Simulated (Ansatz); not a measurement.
# TaN: stress in a strained cell

Aim: deform TaN (equal xx and yy strain of -2 %) and compute stress, forces and field gradients with LAPW, PAW and all-electron datasets made for the crystal.

Computed with Ansatz 0.2.0 (DFT PBE, scalar-relativistic, unless a step's input says otherwise).

### 1 Starting point

It takes space group Fm-3m (No. 225, cubic). Conventional cell: a = 4.358 Å, b = 4.358 Å, c = 4.358 Å, α = 90.00°, β = 90.00°, γ = 90.00°. Ta (site symmetry m-3m) has 6 N at 2.18 Å as nearest neighbours. N (site symmetry m-3m) has 6 Ta at 2.18 Å as nearest neighbours.

Coordinates:

```
Ta N
1.0
     0.00000    2.17900    2.17900
     2.17900    0.00000    2.17900
     2.17900    2.17900    0.00000
Ta N
1 1
Direct
  0.50000 0.50000 0.50000
  0.00000 0.00000 0.00000
```

Atoms are numbered in the order of the input: Ta1, N2.

### 2 After the deformation

Space group Fm-3m before, I4/mmm after.

### 3 Full-potential LAPW

input.yaml

```yaml
crystal:
  lattice:
    - [0.0, 2.13542, 2.179]
    - [2.13542, 0.0, 2.179]
    - [2.13542, 2.13542, 0.0]
  atoms:
    - { symbol: Ta, position: [0.5, 0.5, 0.5] }
    - { symbol: "N", position: [0.0, 0.0, 0.0] }
kpoints:
  mp_grid: { grid: [9, 9, 9] }
  band_path:
    path:
      - [0.0, 0.0, 0.0]
      - [0.0, 0.5, 0.5]
      - [0.25, 0.75, 0.5]
      - [0.0, 0.5, 0.0]
      - [0.0, 0.0, 0.0]
      - [0.5, 0.5, 0.0]
      - [0.37005, 0.62995, 0.0]
      - [-0.37005, 0.37005, 0.0]
      - [0.0, 0.0, 0.0]
    npoints: 5
scf:
  occupations: { method: fermi_dirac, width: 0.02 }
hamiltonian:
  xc: pbe
  pseudopotentials: { kind: all_electron, lapw: { basis_error: 0.0005 } }
output:
  forces: true
  stress: true
  eigenvalues: true
```

Started as:

```
> ansatz run input.yaml --threads 1 --pin off --max-ram 3072MiB --backend cpu --events-out ev --progress --plain --runs-dir out
```

Standard output, cut to the lines that bear on the results:

```text
LAPW: plane waves up to 10.439 Å⁻¹, error target 5.0e-4 eV per atom; small_component_spin mean_spin; N in spheres of 0.901 Å, 7 of its electrons in bands, Dirac shells []; Ta in spheres of 1.234 Å, 45 of its electrons in bands, Dirac shells []
[...]
Pseudopotentials: kind: all_electron
Pseudopotential: Ta, LAPW, valence charge 45, Koelling and Harmon's equation, gaussian nucleus
Pseudopotential: N, LAPW, valence charge 7, Koelling and Harmon's equation, gaussian nucleus
Functional definition: PBE
[...]
Crystal: 2 atoms, lattice volume = 19.873 Å³
Basis set: ecut = 415.1625728713436 eV, 363 PW (Γ), exchange–correlation at level 2
Bands: 32, of which v1, the nominal top of the filled ones, is band 26 counted from 1 (25 counted from 0)
Symmetry: 16 space group operations
Space group: I4/mmm (ITA 139), of the structure as read, at distance tolerance 2.7e-5 Å
k-points: 75 of 729
[...]
SCF iter   1: F=—  HF=-426062.549528 eV  |F-HF|=—  |Δ(HF+E_count)|=         —  Δρ=1.36e-1  dr2=4.26e0  ethr=8.20e-3  ⟨swp⟩=2.0  Hψ=15139  notcnv=0
[...]
the basis was enlarged: its passes take 777.0 KiB over the memory plan, 1 of 1 planned eigensolver slots
[...]
SCF iter   8: F=-426060.724878 eV  HF=-426060.724878 eV  |F-HF|=1.16e-9  |Δ(HF+E_count)|=   2.15e-7  Δρ=2.44e-6  dr2=5.15e-10  ethr=1.07e-10  ⟨swp⟩=2.8  Hψ=7233  notcnv=0
[...]
NSCF: frozen V_eff on 41 k-points
SCF converged after 8 iterations
Free energy (F): -426060.724878 eV
[...]
E sigma→0 (E₀):  -426060.724055 eV
Entropy (-TS):   -0.001647 eV (-0.823 meV/atom)
Fermi energy:    28.865104 eV
[...]
--- Forces (eV/Å), atoms counted from 1 ---
  atom   1  Ta    -0.00000000     0.00000000     0.00000000
  atom   2  N      0.00000000    -0.00000000     0.00000000
[...]
--- Stress (GPa, compression-positive) ---
       38.106513       0.000000       0.000000
        0.000000      38.106513       0.000000
        0.000000       0.000000      19.971169
  P = ⅓ Tr σ = 32.0614 GPa (320.614 kbar)
--- Band table (eV; the first three rows and the last of 75) ---
[...]
```

Wall time 22 s (1 thread of Arm Neoverse V2, shared host); peak memory 0.46 GiB.

In short: pressure 32.06 GPa; no gap.

### 4 Frozen-core PAW

input.yaml

```yaml
crystal:
  lattice:
    - [0.0, 2.13542, 2.179]
    - [2.13542, 0.0, 2.179]
    - [2.13542, 2.13542, 0.0]
  atoms:
    - { symbol: Ta, position: [0.5, 0.5, 0.5] }
    - { symbol: "N", position: [0.0, 0.0, 0.0] }
kpoints:
  mp_grid: { grid: [9, 9, 9] }
scf:
  occupations: { method: fermi_dirac, width: 0.02 }
hamiltonian:
  xc: pbe
  pseudopotentials: { kind: paw }
output:
  forces: true
  stress: true
  eigenvalues: true
  efg: { contact_densities: true }
  write_density: true
  write_potential: true
  elf: true
  volumetric_format: npy
```

Started as:

```
> ansatz run input.yaml --threads 1 --pin off --max-ram 3072MiB --backend cpu --events-out ev --progress --plain --runs-dir out
```

Standard output:

```text
Ta: output.efg is read without spin–orbit coupling, which moves field gradients at and beside such atoms by some per cent and up to a factor of two; PAW files take it under magnetization.noncollinear and magnetization.spin_orbit
Engine: ansatz 0.2.0
Pseudopotentials: kind: paw
Pseudopotential: Ta, paw, valence charge 13, recommended cutoff 420 eV (normal)
Pseudopotential: N, paw, valence charge 5, recommended cutoff 420 eV (normal)
[... 1 set-up line as earlier in the session ...]
  parameter kappa = 0.804
  parameter beta = 0.06672455060314922
  exchange = pbe_x(kappa = kappa, mu = beta*pi^2/3)
  correlation = pbe_c(beta = beta)
Crystal: 2 atoms, lattice volume = 19.873 Å³
Basis set: ecut = 420 eV, 371 PW (Γ), exchange–correlation on 48×48×48 points (8 copies of the dense FFT grid, shifted against one another)
Bands: 13, of which v1, the nominal top of the filled ones, is band 9 counted from 1 (8 counted from 0)
[... 2 set-up lines as earlier in the session ...]
k-points: 75 of 729
Non-local potential: Ta, projectors of the file, l = 0: 3, l = 1: 2, l = 2: 2, l = 3: 1
Non-local potential: N, projectors of the file, l = 0: 2, l = 1: 2, l = 2: 1
PAW form: soft (Blöchl's): semilocal exchange-correlation on the pseudo side does not see the compensation charge
PAW one-centre angular grid: Ta, 590 points (default); XC on 64 Gauss nodes
PAW one-centre angular grid: N, 110 points (default); XC on 64 Gauss nodes
Initial density: superposition of atomic densities (neutral atoms: chi_scale 0, normalization atom), corrected by the library's trained network
Initial wavefunctions: pseudopotential atomic-orbital guess
Functional: x = pbe(κ = 0.804, μ = 0.2195149727645171), c = pbe(β = 0.06672455060314922)
SCF iter   1: F=—  HF=-10317.749678 eV  |F-HF|=—  |Δ(HF+E_count)|=         —  Δρ=2.85e-3  dr2=1.53e-3  ethr=1.77e-3  ⟨swp⟩=6.0  Hψ=5035  notcnv=0
preconditioner: auto → none  [metal: Δε(μ)=0.039 eV  Ē_g=11.721 eV  σ=0.020 eV  W_gap=0.44  n_scr=8 (ndim 8)  ℏωp=26.3 eV  f_vac=0.000  D(μ)=1.30/eV (n_scr^D=14)  sad-step TF]
SCF iter   2: F=—  HF=-10317.750164 eV  |F-HF|=—  |Δ(HF+E_count)|=   4.86e-4  Δρ=1.81e-3  dr2=6.93e-4  ethr=8.50e-6  ⟨swp⟩=2.2  Hψ=2077  notcnv=0  defer=1
SCF iter   3: F=—  HF=-10317.750123 eV  |F-HF|=—  |Δ(HF+E_count)|=   4.11e-5  Δρ=5.81e-4  dr2=3.19e-5  ethr=3.85e-6  ⟨swp⟩=2.6  Hψ=1590  notcnv=0  defer=1
SCF iter   4: F=—  HF=-10317.750108 eV  |F-HF|=—  |Δ(HF+E_count)|=   1.46e-5  Δρ=2.26e-4  dr2=3.39e-6  ethr=1.77e-7  ⟨swp⟩=2.3  Hψ=1588  notcnv=0  defer=1
SCF iter   5: F=—  HF=-10317.750107 eV  |F-HF|=—  |Δ(HF+E_count)|=   8.50e-7  Δρ=5.56e-5  dr2=2.70e-7  ethr=1.89e-8  ⟨swp⟩=2.1  Hψ=1606  notcnv=0  defer=1
SCF iter   6: F=-10317.750107 eV  HF=-10317.750107 eV  |F-HF|=1.60e-8  |Δ(HF+E_count)|=   1.10e-7  Δρ=1.71e-5  dr2=2.26e-8  ethr=5.56e-10  ⟨swp⟩=8.3  Hψ=5460  notcnv=0
SCF 1 converged in 6 iterations: F = -10317.750107 eV  dr2 = 2.26e-8
SCF converged after 6 iterations
Free energy (F): -10317.750107 eV
Harris-Foulkes:  -10317.750107 eV  (|F-HF|=1.60e-8)
Internal energy: -10317.748499 eV  (E = F + TS)
E sigma→0 (E₀):  -10317.749303 eV
Entropy (-TS):   -0.001608 eV (-0.804 meV/atom)
Fermi energy:    23.220876 eV
--- Per-component energies (eV) ---
  E_band       = -17.675894
  E_kinetic    = 506.903893
  E_local      = -537.539169  (includes V_loc(G=0)·N_el)
  E_nonlocal   = 61.143799
  E_hartree    = 185.284640
  E_xc         = -281.840072
  E_vxc        = -284.926285  (∫ρ·V_xc dr)
  E_paw        = -8525.256682  (= ΣΔE_a)
  E_vpaw       = -133.825269  (= ΣTr[D̂ρ^β])
  E_aug_tail   = 0.000311  (compensation charges beyond the density's cutoff)
  E_ewald      = -1726.445219
  E_smearing   = -0.001608  (= −TS)
  E_closure    = -0.000000  (closes the sum)
  Σ components = -10317.750107   (vs F -10317.750107, Δ=0.00e0)
--- Forces (eV/Å), atoms counted from 1 ---
  atom   1  Ta     0.00000000     0.00000000    -0.00000000
  atom   2  N     -0.00000000     0.00000000    -0.00000000
  max |Σ_I F_I| component: 2.37e-29 eV/Å
--- Stress (GPa, compression-positive) ---
       38.274827       0.000000       0.000000
        0.000000      38.274827       0.000000
        0.000000      -0.000000      19.926267
  P = ⅓ Tr σ = 32.1586 GPa (321.586 kbar)
--- PAW observables at the nuclei: V_zz in 10²¹ V/m², potentials from the cell's mean, atoms counted from 1 ---
  atom   1  Ta V_zz =   +10.396592   η = 0.0000   by run symmetry: allowed
            electrostatic potential = -14503.919545 V   contact ρ = 8154415.137882 e/Å³
  atom   2  N  V_zz =    +0.653431   η = 0.0000   by run symmetry: allowed
            electrostatic potential = -532.256676 V   contact ρ = 1413.583517 e/Å³
--- Band table (eV; the first three rows and the last of 75) ---
  k-point 0: bands = ["-46.0273", "-12.2589", "-12.2500", "-12.2500", "3.9251", "19.2339", "19.3436", "19.3436", "20.8666", "21.1314", "21.1314", "23.2014", "23.5856"]
  k-point 1: bands = ["-46.0181", "-12.3937", "-12.2700", "-12.2600", "4.2587", "17.9463", "18.3133", "18.3896", "21.4144", "21.5753", "21.6259", "24.3824", "24.8009"]
  k-point 2: bands = ["-45.9949", "-12.7348", "-12.3051", "-12.2850", "5.1431", "15.8175", "16.9072", "16.9638", "22.2910", "22.5510", "22.6040", "26.6753", "27.1891"]
  k-point 74: bands = ["-45.9271", "-13.1467", "-12.6576", "-12.5700", "5.3199", "16.3365", "16.7877", "18.0835", "19.2002", "26.5337", "27.0111", "27.0668", "28.6869"]
```

Run time: 2.8 s. Hardware: 1 thread of Arm Neoverse V2, shared host; peak memory 0.36 GiB.

Read from it: pressure 32.16 GPa; no gap; Vzz Ta1 10.40 (η = 0.00), N2 0.65 (η = 0.00) (10²¹ V/m²).

The fields are shown in the conventional cell of this run's space group, carried over from its grid by interpolation.

Density in a lattice plane of the grid's cell (edges 3.02 and 4.36 Å, at 0.000 of the third edge), which holds Ta and N.

Values in e/Å³, 12 rows by 8 columns:
```
3.07 2.13 0.75 0.32 0.24 0.32 0.75 2.13
1.18 0.84 0.42 0.24 0.20 0.24 0.42 0.84
0.63 0.50 0.30 0.21 0.18 0.21 0.30 0.50
2.24 1.59 0.53 0.24 0.20 0.24 0.53 1.59
4.39 4.03 1.42 0.33 0.24 0.33 1.42 4.03
3.05 4.57 2.06 0.39 0.27 0.39 2.06 4.57
4.39 4.03 1.42 0.33 0.24 0.33 1.42 4.03
2.24 1.59 0.53 0.24 0.20 0.24 0.53 1.59
0.63 0.50 0.30 0.21 0.18 0.21 0.30 0.50
1.18 0.84 0.42 0.24 0.20 0.24 0.42 0.84
3.07 2.13 0.75 0.32 0.24 0.32 0.75 2.13
3.55 3.14 1.00 0.37 0.27 0.37 1.00 3.14
```
Columns run along the first of these edges and rows up along the second, over one cell in 8 and 12 even steps from the bottom left corner. Atoms in the plane (fractional): Ta at (0.00, 0.50), N at (0.00, 0.00).

ELF in the same plane.

Ten even steps from ' ' (0.00) to '@' (0.80):
```
::==%%@@@@##==::::::==##@@@@%%==
%%%%@@@@%%**--::::::--**%%@@@@%%
@@@@@@%%**==--::::::--==**%%@@@@
******++==----::::::----==++****
::::::::::::::::::::::::::::::::
====--::::::::::::::::::::::--==
######**--::::::::::::::--**####
####@@%%**::::::::::::::**%%@@##
::==##@@##--..::::::..--##@@##==
  ..**@@%%==..::::::..==%%@@**..
::==##@@##--..::::::..--##@@##==
####@@%%**::::::::::::::**%%@@##
######**--::::::::::::::--**####
====--::::::::::::::::::::::--==
::::::::::::::::::::::::::::::::
******++==----::::::----==++****
@@@@@@%%**==--::::::--==**%%@@@@
%%%%@@@@%%**--::::::--**%%@@@@%%
::==%%@@@@##==::::::==##@@@@%%==
  ..##@@@@##==::::::==##@@@@##..
```
Columns run along the first of these edges and rows up along the second, over one cell in 16 and 20 even steps from the bottom left corner. Atoms in the plane (fractional): Ta at (0.00, 0.50), N at (0.00, 0.00).

Both are smooth fields of the valence electrons: close to the nuclei they are not physical.

Outside the cores ELF peaks at 0.80 in the shell around N, 0.6 Å from N.

### 5 Datasets made for this crystal

Changes to input.yaml since step 4:

```diff
@@ -14,3 +14,3 @@
   xc: pbe
-  pseudopotentials: { kind: paw }
+  pseudopotentials: { kind: all_electron, datasets: crystal }
 output:
@@ -20,5 +20 @@
   efg: { contact_densities: true }
-  write_density: true
-  write_potential: true
-  elf: true
-  volumetric_format: npy
```

Started as:

```
> ansatz run input.yaml --threads 1 --pin off --max-ram 3072MiB --backend cpu --events-out ev --progress --plain --runs-dir out
```

Standard output, cut to the lines that bear on the results:

```text
[...]
band count auto-derived: 22 (N_el = 32.0; filled up to band 16; 20 by the electrons, moments and atoms)
Ta: output.efg is read without spin–orbit coupling, which moves field gradients at and beside such atoms by some per cent and up to a factor of two; PAW files take it under magnetization.noncollinear and magnetization.spin_orbit
[...]
[... 1 set-up line as earlier in the session ...]
Pseudopotential: Ta, paw, valence charge 27, recommended cutoff 500 eV (normal), Koelling and Harmon's equation, gaussian nucleus
Pseudopotential: N, paw, valence charge 5, recommended cutoff 500 eV (normal), Koelling and Harmon's equation, gaussian nucleus
[... 1 set-up line as earlier in the session ...]
[...]
Crystal: 2 atoms, lattice volume = 19.873 Å³
Basis set: ecut = 500 eV, 531 PW (Γ), exchange–correlation on 48×48×48 points (8 copies of the dense FFT grid, shifted against one another)
[...]
  atom   1  Ta     0.00000000     0.00000000     0.00000000
  atom   2  N     -0.00000000     0.00000000     0.00000000
[...]
--- Stress (GPa, compression-positive) ---
       38.107677       0.000000       0.000000
        0.000000      38.107677       0.000000
        0.000000       0.000000      19.972842
  P = ⅓ Tr σ = 32.0627 GPa (320.627 kbar)
--- PAW observables at the nuclei: V_zz in 10²¹ V/m², potentials from the cell's mean, atoms counted from 1 ---
  atom   1  Ta V_zz =    +9.692464   η = 0.0000   by run symmetry: allowed
            electrostatic potential = -14503.548671 V   contact ρ = 8150553.519383 e/Å³
  atom   2  N  V_zz =    +0.654251   η = 0.0000   by run symmetry: allowed
            electrostatic potential = -532.266612 V   contact ρ = 1413.847758 e/Å³
--- Band table (eV; the first three rows and the last of 75) ---
  k-point 0: bands = ["-40.4128", "-6.6386", "-6.6304", "-6.6304", "7.8581", "7.8648", "7.8648", "7.9051", "7.9524", "7.9536", "7.9536", "9.5694", "24.8965", "25.0049", "25.0049", "26.5088", "26.7740", "26.7740", "28.8389", "29.2208"]
[...]
```

Wall time 11 s (1 thread of Arm Neoverse V2, shared host); peak memory 0.59 GiB.

Read from it: pressure 32.06 GPa; no gap; Vzz Ta1 9.69 (η = 0.00), N2 0.65 (η = 0.00) (10²¹ V/m²).

### 6 Side by side

Stress (GPa, compression positive):

| method | xx | yy | zz | yz | xz | xy |
| --- | --- | --- | --- | --- | --- | --- |
| LAPW | 38.11 | 38.11 | 19.97 | 0.00 | 0.00 | 0.00 |
| PAW | 38.27 | 38.27 | 19.93 | 0.00 | 0.00 | 0.00 |
| crystal datasets | 38.11 | 38.11 | 19.97 | 0.00 | 0.00 | 0.00 |

| method | pressure (GPa) | Vzz Ta1 (10²¹ V/m²) | Vzz N2 (10²¹ V/m²) | SCF cycles, all passes |
| --- | --- | --- | --- | --- |
| LAPW | 32.06 | – | – | 8 |
| PAW | 32.16 | 10.40 | 0.65 | 6 |
| crystal datasets | 32.06 | 9.69 | 0.65 | 9 |

### 7 What came out

| quantity | value |
| --- | --- |
| pressure | LAPW 32.06, PAW 32.16, crystal datasets 32.06 GPa |
| largest shear or deviatoric stress (LAPW) | 12.09 GPa |

The largest part of the stress beyond the pressure is 12.09 GPa in size, in the zz component; the atoms are carried along and not relaxed. No run of the undeformed cell stands beside it, so the pressure holds what the given cell had before the change. PAW: stress within 0.17 GPa of LAPW. Crystal datasets: stress within 0.01 GPa of LAPW. Spin-orbit coupling is left out, though the cell holds Ta; in elements this heavy it can shift bands and gaps by tenths of an eV.
